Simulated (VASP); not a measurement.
The input files of a VASP run:

File KPOINTS:
```
Automatic mesh
0
Gamma
5 5 3
0 0 0
```

**INCAR**
```
SYSTEM = InN
PREC = Accurate
ENCUT = 520
EDIFF = 1E-6
NELM = 60
ALGO = VeryFast
LREAL = .FALSE.
LASPH = .TRUE.
ISMEAR = 0
SIGMA = 0.05
GGA = PE
LMAXMIX = 4
LWAVE = .FALSE.
LCHARG = .FALSE.
ISIF = 2
NELMDL = -1
```

**POSCAR**
```
InN
1
    1.8054000000    -3.1270450000     0.0000000000
    1.8054000000     3.1270450000     0.0000000000
    0.0000000000     0.0000000000     5.8140000000
In N
2 2
Direct
  0.6666670000   0.3333330000   0.5000000000
  0.3333330000   0.6666670000   0.0000000000
  0.6666670000   0.3333330000   0.8790000000
  0.3333330000   0.6666670000   0.3790000000
```

POTCAR, in this order: In_d N (PBE.64 set). Program: vasp_std.

Q: Does this input run properly? What does VASP do?

A: There is a fault: ALGO = VeryFast starts from random orbitals with almost no delay (NELMDL = -1). Convergence was not reached. Against the sound run, the energy per atom (σ→0) goes up by 511.981 eV/atom; the pressure rises by 1382.75 GPa; the largest force rises by 0.970 eV/Å.

standard output:
```
...
RMM:  21     0.206034720581E+04    0.11120E+01   -0.21216E+01   880   0.140E+02    0.171E+02
RMM:  22     0.206015366813E+04   -0.19354E+00   -0.21528E+01   880   0.135E+02    0.858E+01
RMM:  23     0.205958699589E+04   -0.56667E+00   -0.17475E+01   880   0.130E+02    0.351E+01
RMM:  24     0.205844834071E+04   -0.11387E+01   -0.19536E+01   880   0.125E+02    0.167E+01
RMM:  25     0.205727617821E+04   -0.11722E+01   -0.14509E+01   880   0.121E+02    0.297E+01
RMM:  26     0.205617011373E+04   -0.11061E+01   -0.11289E+01   880   0.116E+02    0.341E+01
RMM:  27     0.205512549776E+04   -0.10446E+01   -0.10495E+01   880   0.112E+02    0.429E+01
RMM:  28     0.205399648686E+04   -0.11290E+01   -0.11242E+01   880   0.108E+02    0.670E+01
RMM:  29     0.205287711582E+04   -0.11194E+01   -0.10945E+01   880   0.104E+02    0.890E+01
RMM:  30     0.205167314267E+04   -0.12040E+01   -0.12003E+01   880   0.101E+02    0.113E+02
RMM:  31     0.205042713873E+04   -0.12460E+01   -0.12483E+01   880   0.981E+01    0.135E+02
RMM:  32     0.204910380966E+04   -0.13233E+01   -0.13245E+01   880   0.955E+01    0.158E+02
RMM:  33     0.204778164825E+04   -0.13222E+01   -0.13240E+01   880   0.929E+01    0.180E+02
RMM:  34     0.204641591180E+04   -0.13657E+01   -0.13666E+01   880   0.906E+01    0.203E+02
RMM:  35     0.204510198167E+04   -0.13139E+01   -0.13158E+01   880   0.883E+01    0.226E+02
RMM:  36     0.204380205292E+04   -0.12999E+01   -0.13009E+01   880   0.863E+01    0.249E+02
RMM:  37     0.204264333541E+04   -0.11587E+01   -0.11620E+01   880   0.842E+01    0.271E+02
RMM:  38     0.204155117152E+04   -0.10922E+01   -0.10929E+01   880   0.824E+01    0.295E+02
RMM:  39     0.204060413439E+04   -0.94704E+00   -0.95390E+00   880   0.806E+01    0.317E+02
RMM:  40     0.203967001744E+04   -0.93412E+00   -0.93513E+00   880   0.790E+01    0.340E+02
RMM:  41     0.203881419217E+04   -0.85583E+00   -0.84913E+00   880   0.774E+01    0.363E+02
RMM:  42     0.203795160146E+04   -0.86259E+00   -0.86301E+00   880   0.760E+01    0.387E+02
RMM:  43     0.203714108837E+04   -0.81051E+00   -0.80971E+00   880   0.746E+01    0.414E+02
RMM:  44     0.203638891985E+04   -0.75217E+00   -0.76235E+00   880   0.731E+01    0.430E+02
RMM:  45     0.203569415886E+04   -0.69476E+00   -0.72318E+00   880   0.719E+01    0.456E+02
RMM:  46     0.203501258476E+04   -0.68157E+00   -0.68705E+00   880   0.706E+01    0.474E+02
RMM:  47     0.203432664592E+04   -0.68594E+00   -0.69946E+00   880   0.693E+01    0.491E+02
RMM:  48     0.203360969045E+04   -0.71696E+00   -0.71594E+00   880   0.681E+01    0.510E+02
RMM:  49     0.203293584501E+04   -0.67385E+00   -0.68262E+00   880   0.671E+01    0.528E+02
RMM:  50     0.203224485331E+04   -0.69099E+00   -0.69332E+00   880   0.660E+01    0.546E+02
RMM:  51     0.203158838480E+04   -0.65647E+00   -0.66156E+00   880   0.650E+01    0.565E+02
RMM:  52     0.203026833358E+04   -0.13201E+01   -0.98455E+00   880   0.641E+01    0.594E+02
RMM:  53     0.202967766002E+04   -0.59067E+00   -0.59136E+00   880   0.631E+01    0.607E+02
RMM:  54     0.202901706687E+04   -0.66059E+00   -0.65388E+00   880   0.623E+01    0.628E+02
RMM:  55     0.202849754894E+04   -0.51952E+00   -0.52113E+00   880   0.614E+01    0.638E+02
RMM:  56     0.202797610155E+04   -0.52145E+00   -0.51793E+00   880   0.607E+01    0.656E+02
RMM:  57     0.202768394775E+04   -0.29215E+00   -0.45641E+00   880   0.599E+01    0.668E+02
RMM:  58     0.202730600072E+04   -0.37795E+00   -0.43265E+00   880   0.592E+01    0.687E+02
RMM:  59     0.202690617172E+04   -0.39983E+00   -0.40197E+00   880   0.584E+01    0.698E+02
RMM:  60     0.202654032186E+04   -0.36585E+00   -0.37204E+00   880   0.577E+01

 -----------------------------------------------------------------------------
|                                                                             |
|           W    W    AA    RRRRR   N    N  II  N    N   GGGG   !!!           |
|           W    W   A  A   R    R  NN   N  II  NN   N  G    G  !!!           |
|           W    W  A    A  R    R  N N  N  II  N N  N  G       !!!           |
|           W WW W  AAAAAA  RRRRR   N  N N  II  N  N N  G  GGG   !            |
|           WW  WW  A    A  R   R   N   NN  II  N   NN  G    G                |
|           W    W  A    A  R    R  N    N  II  N    N   GGGG   !!!           |
|                                                                             |
|     The electronic self-consistency was not achieved in the given           |
|     number of steps (NELM). The forces and other quantities evaluated       |
|     might not be reliable so examine the results carefully. If you find     |
|     spurious results, we suggest increasing NELM, if you were close to      |
|     convergence or switching to a different ALGO or adjusting the           |
|     density mixing parameters otherwise.                                    |
|                                                                             |
 -----------------------------------------------------------------------------

   1 F= 0.20265403E+04 E0= 0.20265421E+04  d E =-.359523E-02
```

OUTCAR:
```
------------------------ aborting loop EDIFF was not reached (unconverged)  ----------------------------
  FORCE on cell =-STRESS in cart. coord.  units (eV):
  Direction    XX          YY          ZZ          XY          YZ          ZX
  --------------------------------------------------------------------------------------
  Total      569.4062714    569.4064433    558.1775136     -0.0000000      0.0000000      0.0000000
  in kB    13896.9737212  13896.9779166  13622.9237848     -0.0000000      0.0000000      0.0000000
  external PRESSURE =   13805.6251409 kB  Pullay stress =       0.0000000 kB
  volume of cell :       65.65
      direct lattice vectors                 reciprocal lattice vectors
     1.805400000 -3.127045000  0.000000000     0.276946937 -0.159895364  0.000000000
     1.805400000  3.127045000  0.000000000     0.276946937  0.159895364  0.000000000
     0.000000000  0.000000000  5.814000000     0.000000000  0.000000000  0.171998624
 POSITION                                       TOTAL-FORCE (eV/Angst)
 -----------------------------------------------------------------------------------
      1.80540     -1.04235      2.90700        -0.000000      0.000000     -0.988068
      1.80540      1.04235      0.00000         0.000000     -0.000000     -0.988068
      1.80540     -1.04235      5.11051        -0.000000      0.000000      0.988068
      1.80540      1.04235      2.20351        -0.000000     -0.000000      0.988068
 -----------------------------------------------------------------------------------
    total drift:                               -0.000000      0.006151     -6.406019
  FREE ENERGIE OF THE ION-ELECTRON SYSTEM (eV)
  ---------------------------------------------------
  free  energy   TOTEN  =      2026.5403218565 eV

  energy  without entropy=     2026.5439170880  energy(sigma->0) =     2026.54211947
```
(Selected blocks of OUTCAR.)

To mend it, set ALGO = Normal, remove NELMDL.

The mended run (PBE GGA, plane waves, VASP's PBE PAW potentials (set 64)) converges, and its OSZICAR ends with
```
   1 F= -.21382517E+02 E0= -.21382004E+02  d E =-.102459E-02
```

The compound is InN in the wurtzite structure. The cell was not relaxed at this level.
